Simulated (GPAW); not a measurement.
Crystal: ZnS.

```xyz
2
Lattice="0.0000 2.7020 2.7020 2.7020 0.0000 2.7020 2.7020 2.7020 0.0000" Properties=species:S:1:pos:R:3 pbc="T T T"
Zn    4.0530    4.0530    4.0530
S     0.0000    0.0000    0.0000
```

Program: GPAW 26.7.0. Alike in all runs: no spin polarisation; cell as given; cutoff (eV) 600.

Question: Order these runs on this cell by their pressure, lowest first.
A. level LDA; potentials or basis the program's PAW data sets (release 1.2.1) made for this functional, newer versions, pw; k mesh 7 × 7 × 7; smearing fermi-dirac 0.05 eV; band path GXWKGLUWLK,UX; band points 60; data set S v3
B. level revTPSS; potentials or basis GPAW PAW data sets (gpaw-data 1.2.1), pw; k mesh 7 × 7 × 7; smearing fermi-dirac 0.05 eV; eigensolver davidson; band path GXWKGLUWLK,UX; band points 60
C. level revPBE; potentials or basis the program's PAW data sets (release 1.2.1) made for this functional, pw; k mesh 9 × 9 × 9; smearing fermi-dirac 0.05 eV; band path GXWKGLUWLK,UX; band points 100
D. level PBEsol; potentials or basis PAW data sets generated in the run's folder for this functional, pw; k mesh 9 × 9 × 9; smearing gaussian 0.1 eV

Answer: A (-4.9 GPa), D (-2.0 GPa), B (0.6 GPa), C (3.7 GPa).

Caveats: the PAW data sets were made with another functional, which shifts forces and pressure a little (some runs).

Not every run made on this cell is shown here.
